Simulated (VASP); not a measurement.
Here is a VASP 6.6.1 calculation.

Contents of INCAR:

```
PREC     = Accurate       # precision mode
ENCUT    = 600            # plane-wave cutoff, eV
EDIFF    = 1E-6           # SCF threshold, eV
ISMEAR   = -1             # smearing method
SIGMA    = 0.05           # smearing width, eV
LREAL    = False          # projectors in reciprocal space
LASPH    = True           # aspherical terms in the spheres
NELM     = 80             # most SCF steps
ALGO     = Normal         # electronic algorithm
ISIF     = 3              # what is computed and relaxed
LWAVE    = False          # write WAVECAR
LCHARG   = False          # write CHGCAR
GGA      = RE             # functional
LUSE_VDW = True         
AGGAC    = 0.0          
IBRION   = 2              # ionic algorithm
NSW      = 60             # ionic steps
EDIFFG   = -0.01          # ionic threshold
```

The input KPOINTS:

```
regular mesh
0
Gamma
  7 7 6
```

File POSCAR:

```
SnO
1.0
    3.8136952200      0.0000000000      0.0000000000
    0.0000000000      3.8136952200      0.0000000000
    0.0000000000      0.0000000000      4.8869133000
Sn O
2 2
Direct
    0.5000000000      0.0000000000      0.7646261400
    0.0000000000      0.5000000000      0.2353738600
    0.0000000000      0.0000000000      0.0000000000
    0.5000000000      0.5000000000      0.0000000000
```

Potentials or basis: VASP PAW PBE potentials, release 64 (Sn_d, O).

Run with:

```console
$ cat potpaw_PBE.64/Sn_d/POTCAR potpaw_PBE.64/O/POTCAR > POTCAR
$ mpirun -np 1 vasp_std > vasp.out
```

(1) Estimate the relaxed cell.

(2) Predict the band gap on the k mesh.

(3) Estimate the space group after relaxing (to 0.05 Å).

Results:

(1) a = 3.923 Å, b = 3.923 Å, c = 5.334 Å, α = 90.00°, β = 90.00°, γ = 90.00°.

(2) 1.27 eV, indirect (least direct gap 1.95 eV).

(3) P4/nmm (No. 129).

Caveat: spin-orbit coupling is left out, which moves the levels of the heavy elements; an odd mesh through Γ misses points on the zone boundary, where band edges often lie.
